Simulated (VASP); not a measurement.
Write the native input for VASP 6.6.1 that does the following.

```yaml
Task: single point
Functional: PBE
Potentials_or_basis: VASP PAW PBE potentials, release 64 (K_sv, I)
Cutoff: 520 eV
k_mesh: 6 × 6 × 6
Occupations: gaussian, width 0.05 eV
Spin: no spin polarisation
Dipole_correction: no
Further_INCAR_settings: ALGO = Fast; EDIFF = 1e-06; NBANDS = 15
```

The structure of KI lies in POSCAR:

```
KI
1.0
    0.0000000000      3.2425860000      3.3835680000
    3.2425860000      0.0000000000      3.3835680000
    3.2425860000      3.2425860000      0.0000000000
K I
1 1
Direct
    0.0000000000      0.0000000000      0.0000000000
    0.5000000000      0.5000000000      0.5000000000
```

The cell isn't the ideal one: strain -0.080 along x and y, -0.040 along z, atoms carried along.

These files were run (other wordings do the same):

INCAR

```
  PREC = Accurate
  ENCUT = 520
  EDIFF = 1E-6
  ISMEAR = 0
  SIGMA = 0.05
  LREAL = F
  LASPH = T
  NELM = 60
  ALGO = Fast
  ISIF = 2
  LWAVE = F
  LCHARG = T
  GGA = PE
  LELF = T
  LVHAR = T
  NBANDS = 15
```

KPOINTS

```
regular mesh
0
Gamma
  6 6 6
```

Potentials or basis: VASP PAW PBE potentials, release 64 (K_sv, I).

The run is started by

```bash
$ cat potpaw_PBE.64/K_sv/POTCAR potpaw_PBE.64/I/POTCAR > POTCAR
$ mpirun -np 1 vasp_std > vasp.out
```

Results of the run:

The pressure is 5.5 GPa and the band gap on the k mesh is 4.43 eV, indirect (least direct gap 4.50 eV).

Caveat: spin-orbit coupling is left out, which moves the levels of the heavy elements.

Run time: 40 s on 1 thread of Intel(R) Xeon(R) Platinum 8488C (Sapphire Rapids), on a shared host, peak memory 0.21 GiB.
